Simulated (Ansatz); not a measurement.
# Step by step: MnSi, relaxation of cell and atoms

These are results of Ansatz 0.2.0, DFT, PBE, PAW with Ansatz's default frozen-core files, scalar-relativistic, not measurements.

Command: `ansatz run input.yaml --threads 1 --pin off --max-ram 3072MiB --backend cpu --events-out ev --progress --plain --runs-dir out` The run took about 39 s on 1 thread of a shared machine.

```yaml
crystal:
  lattice:
    - [0.0, 2.3846291566, 2.3846291566]
    - [2.3846291566, 0.0, 2.3846291566]
    - [2.3846291566, 2.3846291566, 0.0]
  atoms:
    - { symbol: Mn, position: [0.0, 0.0, 0.0], spin: 4.0 }
    - { symbol: Si, position: [0.5, 0.5, 0.5] }
magnetization:
  spin_polarized: true
kpoints:
  mp_grid: { grid: [15, 15, 15] }
scf:
  occupations: { method: fermi_dirac, width: 0.05 }
hamiltonian:
  xc: pbe
  pseudopotentials: { kind: paw }
output:
  forces: true
  stress: true
  write_density: true
  write_potential: true
  elf: true
  volumetric_format: npy
relax:
  f_tol: 0.005
  max_steps: 80
  cell: {}
```

The run is spin-polarised from parallel moments and ends with 2.47 μB in the cell; other orders may lie lower.

The cell is built from the rocksalt type as a first guess.

The cutoff is 420 eV; energies and pressures of the walk include the program's estimate of the Pulay term.

Each frame lists the cell vectors (Å), then Cartesian positions (Å); symmetry keeps all forces zero. Free energies count from the first step, -4534.3388 eV.

The walk took 5 evaluations in all; steps that aren't listed are left out.

Step 1: E = 0.0 meV, P = 5.39 GPa

```
cell 0.0000 2.3846 2.3846 2.3846 0.0000 2.3846 2.3846 2.3846 0.0000
Mn    0.0000    0.0000    0.0000
Si    2.3846    2.3846    2.3846
```

Step 2:

```
cell 0.0000 2.4028 2.4028 2.4028 0.0000 2.4028 2.4028 2.4028 0.0000
Mn    0.0000    0.0000    0.0000
Si    2.4028    2.4028    2.4028
```

Problem. Give the energy, pressure of step 2.

Solution. E = -15.4 meV, P = 2.63 GPa
```
Mn    0.0000    0.0000    0.0000
Si    2.4028    2.4028    2.4028
```

Problem. How does the relaxation end?

Solution. It converges, with a = 4.845 Å, b = 4.845 Å, c = 4.845 Å, α = 90.00°, β = 90.00°, γ = 90.00° (conventional cell, space group Fm-3m). The last solve (on a basis chosen afresh for the final cell, so its energy is not quite comparable) gives E = -21.1 meV, P = 0.03 GPa:
```
cell 0.0000 2.4225 2.4225 2.4225 0.0000 2.4225 2.4225 2.4225 0.0000
Mn    0.0000    0.0000    0.0000
Si    2.4225    2.4225    2.4225
```
